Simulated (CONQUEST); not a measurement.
# Sb under changes of volume

One of the cells (31.554 Å³/atom); the others are scaled copies at fixed shape and fractional positions:

```xyz
1
Lattice="3.1600 0.0000 0.0000 0.0000 3.1600 0.0000 0.0000 0.0000 3.1600" Properties=species:S:1:pos:R:3 pbc="T T T"
Sb    0.0000    0.0000    0.0000
```

This isn't the form of Sb at room conditions, which is rhombohedral.

```yaml
Program: CONQUEST 1.3
Functional: PBE
Potentials_or_basis: PseudoDojo NC PBE, DZP, grid of 32 × 32 × 32 points
k_mesh: 8 × 8 × 8
Occupations: fermi-dirac, width 0.05 eV
Spin: no spin polarisation
```

```csv
volume (Å³/atom),energy over the lowest point (meV/atom),pressure (GPa)
29.661,?,?
30.292,0.00,0.4
30.923,2.12,-1.2
31.554,8.54,-1.9
32.186,18.02,-2.9
32.817,30.53,-3.4
33.448,45.94,-4.4
```

Task: What does the run at 29.661 Å³/atom give?

Result: Energy over the lowest point 4.58 meV/atom; pressure 1.8 GPa.

Worked out: A Birch-Murnaghan fit of order 3 (a polynomial in V^(-2/3)) to the other rows has its minimum at 30.26 Å³/atom, just outside them, with B0 = V·E''(V) = 53 GPa and B' = 4.9. It gives 2.04 meV/atom at 29.661 Å³/atom, against the run's 4.58, and -dE/dV = 1.1 GPa, against 1.8.

Energies are extrapolated to zero smearing.

Caveats: the basis of atomic orbitals isn't converged, which shifts pressures, moduli and gaps.
